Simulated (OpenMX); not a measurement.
**Al in OpenMX: the effect of volume scale**

The system is Al.

```
Al
1.0
     4.30423    0.00000    0.00000
    -2.15211    3.72757    0.00000
     0.00000    0.00000    2.60902
Al
2
Direct
  0.33333 0.66667 0.00000
  0.66667 0.33333 0.00000
```

The cell was built by a generator and needn't be a form met in nature.

Alike in all runs:

* Program: OpenMX 3.8.5
* Task: single point
* Functional: PBE
* Potentials or basis: OpenMX 2013 PBE set, Al7.0-s2p2d1, grid cutoff 300 Ry
* k mesh: 5 × 5 × 7
* Occupations: fermi-dirac, width 0.05 eV
* Spin: no spin polarisation

Question: One run gave: pressure 1.4 GPa. Which volume scale did it use?
A. 0.88
B. 0.92
C. 1.04
D. 1
E. 1.08

Answer: D.

| volume scale | pressure (GPa) |
| --- | --- |
| 0.88 | 9.5 |
| 0.92 | 6.2 |
| 0.96 | 3.6 |
| 1 | 1.4 |
| 1.04 | -0.4 |
| 1.08 | -1.9 |

Caveats: the basis of atomic orbitals isn't converged, which shifts pressures, moduli and gaps.
